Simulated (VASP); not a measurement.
# PtS2 (P-3m1) in VASP: notebook, part 3 of 3

VASP 6.6.1.

### Step 6. Single point, PBE, spin-orbit coupling, no magnetisation

Input file INCAR:

```
SYSTEM = PtS2
ALGO = Normal ; EDIFF = 1E-7
ENCUT = 650 ; GGA = PE
GGA_COMPAT = .False. ; ISIF = 2
ISMEAR = 0 ; LASPH = .True.
LCHARG = .False. ; LMAXMIX = 4
LNONCOLLINEAR = .True. ; LORBIT = 11
LREAL = .False. ; LSORBIT = .True.
LWAVE = .False. ; MAGMOM = 0 0 0 0 0 0 0 0 0
NBANDS = 38 ; NELM = 100
PREC = Accurate ; SIGMA = 0.02
```

Input file KPOINTS:

```
k-points
0
Gamma
  5 5 3
  0 0 0
```

Input file POSCAR:

```
PtS2
1.0
    3.5432000000      0.0000000000      0.0000000000
   -1.7716000000      3.0685012107      0.0000000000
    0.0000000000      0.0000000000      5.0388000000
Pt S
1 2
Direct
    0.0000000000      0.0000000000      0.0000000000
    0.6666666667      0.3333333333      0.7730000000
    0.3333333333      0.6666666667      0.2270000000
```

Potentials or basis: VASP PAW PBE potentials, release 64 (Pt, S).

Launch:

```console
cat potpaw_PBE.64/Pt/POTCAR potpaw_PBE.64/S/POTCAR > POTCAR
mpirun -np 1 vasp_ncl > vasp.out
```

OUTCAR:

```text
SYSTEM = PtS2
   EDIFF = 1E-7
   ENCUT = 650
   GGA = PE
   ISIF = 2
   ISMEAR = 0
   LASPH = .True.
   LNONCOLLINEAR = .True.
   LORBIT = 11
   LREAL = .False.
   LSORBIT = .True.
   NELM = 100
   PREC = Accurate

 Found     12 irreducible k-points:

 Following reciprocal coordinates:
            Coordinates               Weight
  0.000000  0.000000  0.000000      1.000000
  0.200000  0.000000  0.000000      6.000000
  0.400000  0.000000  0.000000      6.000000
  0.200000  0.200000  0.000000      6.000000
  0.400000  0.200000  0.000000      6.000000
  0.000000  0.000000  0.333333      2.000000
   k-points           NKPTS =     12   k-points in BZ     NKDIM =     12   number of bands    NBANDS=     38
   number of dos      NEDOS =    301   number of ions     NIONS =      3
   total plane-waves  NPLWV =  37800
   dimension x,y,z NGX =    30 NGY =   30 NGZ =   42
   dimension x,y,z NGXF=    60 NGYF=   60 NGZF=   84
   ions per type =               1   2
   NGX,Y,Z   is equivalent  to a cutoff of  14.08, 14.08, 13.86 a.u.
   NGXF,Y,Z  is equivalent  to a cutoff of  28.15, 28.15, 27.71 a.u.
 SYSTEM =  PtS2
   PREC   = accura    normal or accurate (medium, high low for compatibility)
   ISTART =      0    job   : 0-new  1-cont  2-samecut
   ICHARG =      2    charge: 1-file 2-atom 10-const
   ISPIN  =      1    spin polarized calculation?
   LNONCOLLINEAR =      T non collinear calculations
   LSORBIT =      T    spin-orbit coupling
   LASPH  =      T    aspherical Exc in radial PAW
   ENCUT  =  650.0 eV  47.77 Ry    6.91 a.u.   7.37  7.37 10.47*2*pi/ulx,y,z
   NELM   =    100;   NELMIN=  2; NELMDL= -5     # of ELM steps
   EDIFF  = 0.1E-06   stopping-criterion for ELM
   LREAL  =      F    real-space projection
   EDIFFG = 0.1E-05   stopping-criterion for IOM
   NSW    =      0    number of steps for IOM
   IBRION =     -1    ionic relax: 0-MD 1-quasi-New 2-CG
   NFREE  =      0    steps in history (QN), initial steepest desc. (CG)
   ISIF   =      2    stress and relaxation
   ISYM   =      2    0-nonsym 1-usesym 2-fastsym
   POTIM  = 0.5000    time-step for ionic-motion
   TEBEG  =    0.0;   TEEND  =   0.0 temperature during run
[... 299 lines left out ...]
      0.00000      0.00000      0.00000         0.000000      0.000000     -0.000000
      1.77160      1.02283      3.89499         0.000000      0.000000     -1.265552
     -0.00000      2.04567      1.14381        -0.000000      0.000000      1.265552
 -----------------------------------------------------------------------------------
    total drift:                                0.000000      0.000000      0.000000

  FREE ENERGIE OF THE ION-ELECTRON SYSTEM (eV)
  ---------------------------------------------------
  free  energy   TOTEN  =       -15.6575174358 eV

  energy  without entropy=      -15.6575174358  energy(sigma->0) =      -15.65751744

 Spin-Orbit-Coupling matrix elements

 Ion:    1  E_soc:     -0.7633687
 l=   1
     0.0000000    -0.0373640    -0.0397212
    -0.0373640     0.0000000    -0.0373640
    -0.0397212    -0.0373640     0.0000000
 l=   2
     0.0000000    -0.0198108     0.0000000    -0.0198108    -0.0680852
    -0.0198108     0.0000000    -0.0479173    -0.0240720    -0.0198108
     0.0000000    -0.0479173     0.0000000    -0.0479173     0.0000000
    -0.0198108    -0.0240720    -0.0479173     0.0000000    -0.0198108
    -0.0680852    -0.0198108     0.0000000    -0.0198108     0.0000000
 l=   3
     0.0000000     0.0000000     0.0000000     0.0000000     0.0000000     0.0000000     0.0000000
     0.0000000     0.0000000     0.0000000     0.0000000     0.0000000     0.0000000     0.0000000
     0.0000000     0.0000000     0.0000000     0.0000000     0.0000000     0.0000000     0.0000000
     0.0000000     0.0000000     0.0000000     0.0000000     0.0000000     0.0000000     0.0000000
[... 29 lines left out ...]
 l=   2
     0.0000000     0.0000000     0.0000000     0.0000000     0.0000000
     0.0000000     0.0000000     0.0000000     0.0000000     0.0000000
     0.0000000     0.0000000     0.0000000     0.0000000     0.0000000
     0.0000000     0.0000000     0.0000000     0.0000000     0.0000000
     0.0000000     0.0000000     0.0000000     0.0000000     0.0000000
 l=   3
     0.0000000     0.0000000     0.0000000     0.0000000     0.0000000     0.0000000     0.0000000
     0.0000000     0.0000000     0.0000000     0.0000000     0.0000000     0.0000000     0.0000000
     0.0000000     0.0000000     0.0000000     0.0000000     0.0000000     0.0000000     0.0000000
     0.0000000     0.0000000     0.0000000     0.0000000     0.0000000     0.0000000     0.0000000
     0.0000000     0.0000000     0.0000000     0.0000000     0.0000000     0.0000000     0.0000000
     0.0000000     0.0000000     0.0000000     0.0000000     0.0000000     0.0000000     0.0000000
     0.0000000     0.0000000     0.0000000     0.0000000     0.0000000     0.0000000     0.0000000

 total charge

# of ion       s       p       d       tot
------------------------------------------
    1        0.732   0.888   8.010   9.631
    2        1.360   2.309   0.000   3.669
    3        1.360   2.309   0.000   3.669
--------------------------------------------------
tot          3.452   5.506   8.010  16.968

 magnetization (x)

# of ion       s       p       d       tot
------------------------------------------
    1       -0.000   0.000   0.000  -0.000
    2        0.000  -0.000   0.000  -0.000
    3        0.000   0.000   0.000   0.000
--------------------------------------------------
tot          0.000  -0.000   0.000  -0.000

 magnetization (y)

# of ion       s       p       d       tot
------------------------------------------
    1        0.000   0.000   0.000   0.000
    2       -0.000   0.000   0.000   0.000
    3       -0.000   0.000   0.000   0.000
--------------------------------------------------
tot         -0.000   0.000   0.000   0.000

 magnetization (z)

# of ion       s       p       d       tot
------------------------------------------
    1        0.000   0.000   0.000   0.000
    2        0.000   0.000   0.000   0.000
    3        0.000   0.000   0.000   0.000
--------------------------------------------------
tot          0.000   0.000   0.000   0.000
```

OSZICAR:

```text
N       E                     dE             d eps       ncg     rms          rms(c)
DAV:   1     0.140282142945E+03    0.14028E+03   -0.11556E+04   912   0.126E+03
DAV:   2    -0.808586676269E+01   -0.14837E+03   -0.13902E+03  1062   0.248E+02
DAV:   3    -0.169580522194E+02   -0.88722E+01   -0.87283E+01  1170   0.582E+01
DAV:   4    -0.170879811385E+02   -0.12993E+00   -0.12974E+00  1108   0.781E+00
DAV:   5    -0.170904090779E+02   -0.24279E-02   -0.24277E-02  1100   0.108E+00    0.220E+01
DAV:   6    -0.158688101361E+02    0.12216E+01   -0.46752E+00   972   0.237E+01    0.140E+01
DAV:   7    -0.156855627757E+02    0.18325E+00   -0.98834E-01   960   0.103E+01    0.708E+00
DAV:   8    -0.156639903756E+02    0.21572E-01   -0.52028E-02  1050   0.140E+00    0.258E+00
DAV:   9    -0.156574467634E+02    0.65436E-02   -0.83991E-03  1010   0.102E+00    0.504E-01
DAV:  10    -0.156574063618E+02    0.40402E-04   -0.25018E-03  1124   0.370E-01    0.159E-01
DAV:  11    -0.156574886401E+02   -0.82278E-04   -0.19639E-04  1012   0.106E-01    0.915E-02
DAV:  12    -0.156575130499E+02   -0.24410E-04   -0.20760E-05  1082   0.370E-02    0.287E-02
DAV:  13    -0.156575161737E+02   -0.31238E-05   -0.46342E-06  1004   0.184E-02    0.960E-03
DAV:  14    -0.156575170312E+02   -0.85754E-06   -0.13551E-06  1130   0.813E-03    0.418E-03
DAV:  15    -0.156575173445E+02   -0.31326E-06   -0.95583E-08   906   0.273E-03    0.141E-03
DAV:  16    -0.156575174358E+02   -0.91327E-07   -0.88805E-08   822   0.181E-03
   1 F= -.15657517E+02 E0= -.15657517E+02  d E =-.368989E-22  mag=    -0.0000    -0.0000     0.0000
```

It took 45 s on 1 thread of Intel Xeon 6975P-C (Granite Rapids), shared host; peak memory 0.35 GiB.

These settings aren't checked as converged: the numbers below hold their error.

What came out:

```
Free energy                                           : -15.6575 eV
Pressure                                              : 11.3 GPa
Largest force                                         : 1.266 eV/Å
Valence electrons inside the program's atomic spheres : Pt 9.63; S 3.67
```

Caveat: the k mesh is coarse (spacing up to 0.42 Å⁻¹), so the values aren't converged; forces of over 1 eV/Å show positions far from the minimum, so gaps and moduli don't describe the material at rest.

### Step 7. For comparison

An earlier run on the cell as given: functional PBEsol; potentials or basis VASP PAW PBE potentials, release 64 (Pt, S); cutoff 520 eV; k mesh 9 × 9 × 5; occupations fermi-dirac, width 0.05 eV; no spin polarisation.

- Pressure: 6.1 GPa
- Largest force: 0.930 eV/Å
- Band gap on the k mesh: 0.96 eV, indirect (least direct gap 1.00 eV)
